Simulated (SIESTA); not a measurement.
SnTe in SIESTA: the effect of functional

SnTe:

```xyz
2
Lattice="0.0000 3.1509 3.1509 3.1509 0.0000 3.1509 3.1509 3.1509 0.0000" Properties=species:S:1:pos:R:3 pbc="T T T"
Te    3.1509    3.1509    3.1509
Sn    0.0000    0.0000    0.0000
```

Alike in all runs:

| Item | Value |
| --- | --- |
| Program | SIESTA 5.4.2 |
| Task | band structure |
| Basis | DZP (energy shift 0.003 Ry; two zetas on semicore shells) |
| Grid cutoff | 500 Ry |
| Energy shift | 0.003 Ry |
| k mesh | 7 × 7 × 7 |
| Occupations | fermi-dirac, width 0.05 eV |
| Spin | no spin polarisation |

```csv
functional,potentials or basis,pressure (GPa)
PBE,PseudoDojo 0.4 standard (PBE files),?
LDA,PseudoDojo 0.4 standard (LDA files),-0.9
PBEsol,PseudoDojo 0.4 standard (PBEsol files),0.3
```

Task: What does the run with functional PBE give?

Result: Pressure 2.9 GPa.

Caveats: the basis of atomic orbitals isn't converged, which shifts pressures, moduli and gaps.
